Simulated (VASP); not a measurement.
Set up this calculation in VASP 6.6.1, as the native input.

* Task: band structure
* Functional: PBE0
* Potentials or basis: VASP PAW PBE potentials, release 64 (Cs_sv, H)
* Cutoff: 520 eV
* k mesh: 6 × 6 × 6
* Occupations: gaussian, width 0.02 eV
* Spin: no spin polarisation
* Ladder: gaps
* Grid for exact exchange (PRECFOCK): Fast
* Exchange at q = 0: truncated
* Further INCAR settings: ALGO = Normal; EDIFF = 1e-06; NBANDS = 12

The system is CsH.

```xyz
2
Lattice="0.0000 3.1880 3.1880 3.1880 0.0000 3.1880 3.1880 3.1880 0.0000" Properties=species:S:1:pos:R:3 pbc="T T T"
Cs    0.0000    0.0000    0.0000
H     3.1880    3.1880    3.1880
```

The input as run:

POSCAR

```
CsH
1.0
    0.0000000000      3.1880000000      3.1880000000
    3.1880000000      0.0000000000      3.1880000000
    3.1880000000      3.1880000000      0.0000000000
Cs H
1 1
Direct
    0.0000000000      0.0000000000      0.0000000000
    0.5000000000      0.5000000000      0.5000000000
```

INCAR.step1

```
PREC = Accurate ; ENCUT = 520
EDIFF = 1E-5 ; ISMEAR = 0
SIGMA = 0.02 ; LREAL = F
LASPH = T ; NELM = 100
ALGO = Normal ; ISIF = 2
LWAVE = T ; LCHARG = F
NBANDS = 12 ; GGA = PE
KPAR = 4
```

INCAR.step2

```
PREC = Accurate ; ENCUT = 520
EDIFF = 1E-6 ; ISMEAR = 0
SIGMA = 0.02 ; LREAL = F
LASPH = T ; NELM = 100
ALGO = Normal ; ISIF = 2
LWAVE = F ; LCHARG = F
GGA = PE ; LHFCALC = T
AEXX = 0.25 ; PRECFOCK = Fast
HFRCUT = -1 ; NBANDS = 12
ISTART = 1 ; KPAR = 4
```

KPOINTS

```
Automatic mesh
0
Gamma
  6 6 6
```

KPOINTS_OPT

```
path GXWKGLUWLK,UX
8
line-mode
reciprocal
 0.0000000000  0.0000000000  0.0000000000  G
 0.5000000000  0.0000000000  0.5000000000  X

 0.5000000000  0.0000000000  0.5000000000  X
 0.5000000000  0.2500000000  0.7500000000  W

 0.5000000000  0.2500000000  0.7500000000  W
 0.3750000000  0.3750000000  0.7500000000  K

 0.3750000000  0.3750000000  0.7500000000  K
 0.0000000000  0.0000000000  0.0000000000  G

 0.0000000000  0.0000000000  0.0000000000  G
 0.5000000000  0.5000000000  0.5000000000  L

 0.5000000000  0.5000000000  0.5000000000  L
 0.6250000000  0.2500000000  0.6250000000  U

 0.6250000000  0.2500000000  0.6250000000  U
 0.5000000000  0.2500000000  0.7500000000  W

 0.5000000000  0.2500000000  0.7500000000  W
 0.5000000000  0.5000000000  0.5000000000  L

 0.5000000000  0.5000000000  0.5000000000  L
 0.3750000000  0.3750000000  0.7500000000  K

 0.6250000000  0.2500000000  0.6250000000  U
 0.5000000000  0.0000000000  0.5000000000  X
```

Potentials or basis: VASP PAW PBE potentials, release 64 (Cs_sv, H).

Run with:

```console
$ cat potpaw_PBE.64/Cs_sv/POTCAR potpaw_PBE.64/H/POTCAR > POTCAR
$ cp INCAR.step1 INCAR
$ mpirun -np 4 vasp_std > vasp.out
$ cp INCAR.step2 INCAR
$ mpirun -np 4 vasp_std > vasp.out
```

Results of the run:

```yaml
Pressure: 0.1 GPa
Band_gap_on_the_k_mesh: 3.96 eV, direct
Band_gap_along_the_path: 3.96 eV, direct
```

Caveat: the PAW data sets were made with another functional, which shifts forces and pressure a little; spin-orbit coupling is left out, which moves the levels of the heavy elements.

It took 5.7 min on 4 MPI ranks on Intel(R) Xeon(R) 6975P-C (Granite Rapids) (shared host), peak memory 0.3 GiB a rank.
